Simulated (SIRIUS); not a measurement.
**WS2 under changes of volume**

One of the cells (50.583 Å³/atom); the others are scaled copies at fixed shape and fractional positions:

```xyz
3
Lattice="3.2046 0.0000 0.0000 -1.6023 2.7753 0.0000 0.0000 0.0000 17.0628" Properties=species:S:1:pos:R:3 pbc="T T T"
W     0.0000    0.0000    0.0000
S     0.0000    1.8502    1.5698
S     0.0000    1.8502   15.4930
```

- Program: SIRIUS 7.12.0
- Functional: PBEsol
- Potentials or basis: all-electron FP-LAPW
- Cutoff: 208 eV
- Basis: apw+lo standard
- k mesh: 10 × 10 × 2
- Occupations: fermi-dirac, width 0.05 eV
- Spin: no spin polarisation

```csv
volume (Å³/atom),energy over the lowest point (meV/atom),gap on the mesh (eV)
46.616,18.08,2.17
47.608,4.77,2.11
48.600,0.00,2.04
50.583,12.91,1.93
51.575,29.08,1.87
52.567,?,?
```

Problem. What does the run at 52.567 Å³/atom give?

Solution. Energy over the lowest point 50.77 meV/atom; gap on the mesh 1.82 eV.

Worked out: A Birch-Murnaghan fit of order 3 (a polynomial in V^(-2/3)) to the other rows has its minimum at 48.70 Å³/atom with B0 = V·E''(V) = 61 GPa and B' = 4.2 at fixed shape and positions, which overstates the stiffness. It gives 50.90 meV/atom at 52.567 Å³/atom, against the run's 50.77. A straight line through the other rows of the gap, of slope -2.96 eV per unit of ln V, extrapolates to 1.81 eV, against the run's 1.82.

Energies are extrapolated to zero smearing.

Caveats: spin-orbit coupling is left out, which moves the levels of the heavy elements.

A mesh can miss the band edges.
